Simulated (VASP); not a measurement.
# Settings for SnSe₂: relaxation of the atoms

SnSe₂, P1 (no. 1), 3 atoms in the cell. RevPBE; PAW potentials Sn_d, Se (PBE set). VASP 6.6.1.

Wanted: energy within 2 meV/atom; shortest distances from each atom, periodic images included within 0.005 Å.

What the run is for: geometry; Accuracy asked: standard.

POSCAR:
```
SnSe2
1.0
    3.8110000000      0.0000000000      0.0000000000
   -1.9055000000      3.3004228138      0.0000000000
    0.0000000000      0.0000000000      6.1360000000
Sn Se
1 2
Direct
    0.0007410000     -0.0034650000     -0.0096710000
    0.6692810000      0.3365250000      0.7448280000
    0.3367470000      0.6657050000      0.2535780000
```

The series start from Plane-wave cutoff (eV): 310; k-point mesh: 4 × 4 × 3; Ionic threshold (EDIFFG): -0.01; Electronic threshold (eV): 1e-6; Precision mode (PREC): Accurate; Relaxation algorithm: IBRION=2; Electronic steps between moves: NELMIN=4 ALGO=Normal. Each series keeps the choices made before it, and each single choice may use up half of a tolerance.

## Plane-wave cutoff (eV)

| Plane-wave cutoff (eV) | Energy less reference (meV/atom) | Shortest distances from each atom, periodic images included, largest deviation (Å) | SCF iterations | Time (s) |
|---|---|---|---|---|
| 220 | 12.6 | 0.0018 | 55 | 17 |
| 240 | 3.1 | 0.0011 | 55 | 19 |
| 280 | 1.2 | 0.0002 | 55 | 27 |
| 310 | 1.0 | 0.0002 | 55 | 26 |
| 380 | 0.3 | 0.0002 | 55 | 31 |
| 480 (reference) | 0.0 | 0.0000 | 55 | 48 |

Chosen: 310, the loosest value from which every tighter one stays within half of the tolerance.

## k-point mesh

| k-point mesh | Energy less reference (meV/atom) | Shortest distances from each atom, periodic images included, largest deviation (Å) | SCF iterations | Time (s) |
|---|---|---|---|---|
| 2 × 2 × 2 | 540.2 | 0.0774 | 57 | 17 |
| 3 × 3 × 2 | 130.3 | 0.0125 | 55 | 18 |
| 4 × 4 × 3 | 38.6 | 0.0164 | 55 | 26 |
| 6 × 6 × 3 | 5.6 | 0.0066 | 55 | 46 |
| 7 × 7 × 4 (reference) | 0.0 | 0.0000 | 55 | 78 |

Chosen: 7 × 7 × 4; the next looser run is off by more than half of the tolerance, so convergence isn't shown beyond this value.

## Ionic threshold (EDIFFG)

| Ionic threshold (EDIFFG) | Energy less reference (meV/atom) | Shortest distances from each atom, periodic images included, largest deviation (Å) | SCF iterations | Time (s) |
|---|---|---|---|---|
| -0.1 | 0.0 | 0.0044 | 39 | 54 |
| -0.05 | 0.0 | 0.0044 | 39 | 54 |
| -0.02 | 0.0 | 0.0044 | 39 | 54 |
| -0.01 | 0.0 | 0.0006 | 55 | 78 |
| -0.005 | 0.0 | 0.0006 | 55 | 76 |
| -0.002 (reference) | 0.0 | 0.0000 | 63 | 87 |

Chosen: -0.01.

## Electronic threshold (eV)

| Electronic threshold (eV) | Energy less reference (meV/atom) | Shortest distances from each atom, periodic images included, largest deviation (Å) | SCF iterations | Time (s) |
|---|---|---|---|---|
| 0.0001 | 0.0 | 0.0002 | 59 | 78 |
| 1e-5 | 0.0 | 0.0008 | 46 | 68 |
| 1e-6 | 0.0 | 0.0002 | 55 | 78 |
| 1e-7 (reference) | 0.0 | 0.0000 | 64 | 89 |

Chosen: 0.0001.

## Precision mode (PREC)

| Precision mode (PREC) | Energy less reference (meV/atom) | Shortest distances from each atom, periodic images included, largest deviation (Å) | SCF iterations | Time (s) |
|---|---|---|---|---|
| Normal | 0.0 | 0.0008 | 43 | 32 |
| Accurate (reference) | 0.0 | 0.0000 | 59 | 78 |

Chosen: Normal.

## Relaxation algorithm

| Relaxation algorithm | Energy less reference (meV/atom) | Shortest distances from each atom, periodic images included, largest deviation (Å) | SCF iterations | Time (s) |
|---|---|---|---|---|
| IBRION=2 | 0.0 | 0.0000 | 43 | 32 |
| IBRION=2 POTIM=0.2 | 0.0 | 0.0007 | 54 | 39 |
| IBRION=2 POTIM=0.8 | 0.0 | 0.0001 | 44 | 32 |
| IBRION=1 | 0.0 | 0.0007 | 35 | 25 |
| IBRION=1 POTIM=0.2 | 0.0 | 0.0011 | 42 | 30 |
| IBRION=1 POTIM=0.3 NFREE=6 | 0.0 | 0.0017 | 43 | 32 |
| IBRION=3 POTIM=0.2 SMASS=0.4 | 0.0 | 0.0010 | 84 | 63 |
| IBRION=3 POTIM=0.3 | 0.0 | 0.0015 | 60 | 48 |

Chosen: IBRION=1; it saves 6.3 s of 32, so IBRION=2 would do nearly as well.

## Electronic steps between moves

| Electronic steps between moves | Energy less reference (meV/atom) | Shortest distances from each atom, periodic images included, largest deviation (Å) | SCF iterations | Time (s) |
|---|---|---|---|---|
| NELMIN=4 ALGO=Normal | 0.0 | 0.0000 | 35 | 25 |
| ALGO=Normal | 0.0 | 0.0017 | 25 | 22 |
| NELMIN=4 MAXMIX=40 ALGO=Normal | 0.0 | 0.0014 | 31 | 24 |
| NELMIN=4 ALGO=Fast | 0.0 | 0.0011 | 37 | 28 |
| NELMIN=4 MAXMIX=40 ALGO=Fast | 0.0 | 0.0010 | 37 | 28 |

Chosen: ALGO=Normal; it saves 3.1 s of 25, so NELMIN=4 ALGO=Normal would do nearly as well.

## All choices together

| Input | Energy less reference (meV/atom) | Shortest distances from each atom, periodic images included, largest deviation (Å) | Time (s) |
|---|---|---|---|
| the program's defaults (naive) | 41.0 | 0.0101 | 3.5 |
| chosen settings | 0.9 | 0.0025 | 22 |
| reference settings throughout | 0.0 | 0.0000 | 187 |

The chosen settings stay within the tolerance of the reference run, but the reference itself isn't shown to be converged in: k-point mesh.

## The input

INCAR:
```
ALGO     = Normal         # electronic algorithm
EDIFF    = 1E-4           # SCF threshold, eV
EDIFFG   = -0.01          # ionic threshold
EFERMI   = MIDGAP       
ENCUT    = 310            # plane-wave cutoff, eV
GGA      = RE             # functional
GGA_COMPAT= False        
IBRION   = 1              # ionic algorithm
ISIF     = 2              # what is computed and relaxed
ISMEAR   = 0              # smearing method
KPAR     = 2            
LASPH    = True           # aspherical terms in the spheres
LCHARG   = False          # write CHGCAR
LREAL    = False          # projectors in reciprocal space
LWAVE    = False          # write WAVECAR
NELM     = 120            # most SCF steps
NSW      = 120            # ionic steps
PREC     = Normal         # precision mode
SIGMA    = 0.03           # smearing width, eV
```

KPOINTS:
```
Automatic mesh
0
Gamma
  7 7 4
  0 0 0
```

Commands:
```
cat potpaw_PBE.64/Sn_d/POTCAR potpaw_PBE.64/Se/POTCAR > POTCAR
mpirun -np 2 vasp_std > vasp.out
```

The chosen input took VASP 6.6.1 22 s on 2 cores (AMD EPYC 9R45 (Zen 5)), a shared host.

## An input that fails: too few ionic steps

It gives no converged result.

Changes against the starting input:
```
- NSW = 120
- NELM = 120
+ NSW = 3
+ NELM = 82
```
